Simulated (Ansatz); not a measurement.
GaN, space group F-43m, a calculation of the elastic constants

Computed with Ansatz's Python interface.

The cells in order, each with its output:

In [1]:
```python
from dataclasses import replace
import warnings

import ansatz as az
import numpy as np
```

In [2]:
```python
config = {
    "ecut": 450,
    "occupations": "fixed",
    "functional": "pbesol",
    "kmesh": (9, 9, 9),
}

warnings.simplefilter("ignore", az.DeckWarning)

structure = (
    az.Lattice.of([0.0, 2.25350061, 2.25350061], [2.25350061, 0.0, 2.25350061], [2.25350061, 2.25350061, 0.0])
    .atom("Ga", [0.0, 0.0, 0.0])
    .atom("N", [0.75, 0.75, 0.75])
)
```

In [3]:
```python
structure.resolved().tree()["lattice"]
```
Out [3]:
```text
((0.0, 2.25350061, 2.25350061), (2.25350061, 0.0, 2.25350061), (2.25350061, 2.25350061, 0.0))
```

In [4]:
```python
base = (
    structure.calculation()
    .pseudopotentials("paw")
    .basis(config["ecut"])
    .occupations(config["occupations"])
    .functional(config["functional"])
    .kpoints(*config["kmesh"])
)
# first bring the cell to zero stress
rest = base.relax(cell=True).run(threads=1).lattice
relaxed = az.Crystal(lattice=az.Lattice.of(rest.cell_ang))
for site in rest.sites:
    relaxed = relaxed.atom(site.symbol, site.position_frac)
base = replace(base, crystal=relaxed)
print("relaxed volume {:.3f} A^3".format(abs(np.linalg.det(rest.cell_ang))))
out = base.elastic("relaxed-ion").run(threads=1)
elastic = out.elastic
```
```text
relaxed volume 22.751 A^3
```

In [5]:
```python
print("C_ij (GPa), Voigt order xx yy zz yz xz xy")
for row in elastic.c_gpa:
    print(" ".join(f"{value:8.1f}" for value in row))
print("smallest eigenvalue of C:", round(elastic.stability.min_eigenvalue_gpa, 1), "GPa; stable:", elastic.stability.stable)
# averaged moduli need a positive definite tensor
if elastic.stability.min_eigenvalue_gpa > 0:
    m = elastic.moduli
    print(f"K = {m.k_hill_gpa:.1f}, G = {m.g_hill_gpa:.1f}, E = {m.youngs_gpa:.1f} GPa, Poisson ratio {m.poisson:.3f}, K/G = {m.k_hill_gpa / m.g_hill_gpa:.2f}")
```
```text
C_ij (GPa), Voigt order xx yy zz yz xz xy
   270.5    147.3    147.3     -0.0     -0.0     -0.0
   147.3    270.5    147.3     -0.0     -0.0     -0.0
   147.3    147.3    270.5     -0.0     -0.0     -0.0
     0.0      0.0     -0.0    151.7     -0.0     -0.0
    -0.0      0.0     -0.0      0.0    151.7      0.0
    -0.0      0.0      0.0      0.0      0.0    151.7
smallest eigenvalue of C: 123.3 GPa; stable: True
K = 188.4, G = 105.7, E = 267.2 GPa, Poisson ratio 0.264, K/G = 1.78
```

Caveats:
- A positive definite tensor excludes instabilities under uniform strain alone; phonons elsewhere in the zone can still be imaginary.
- This cell is a computed structure, which may not be the phase found in nature.
- The constants belong to the cell that was strained; where it wasn't relaxed first it may be under stress.
- Timing: 110 s on 1 thread of AMD EPYC 7R43 64-Core Processor (Zen 3), on a shared host, peak memory 0.45 GiB.

(A comment or docstring line of the script was reworded after the run, the code is as it ran; lines on the test bed's own set-up are left out of the output.)
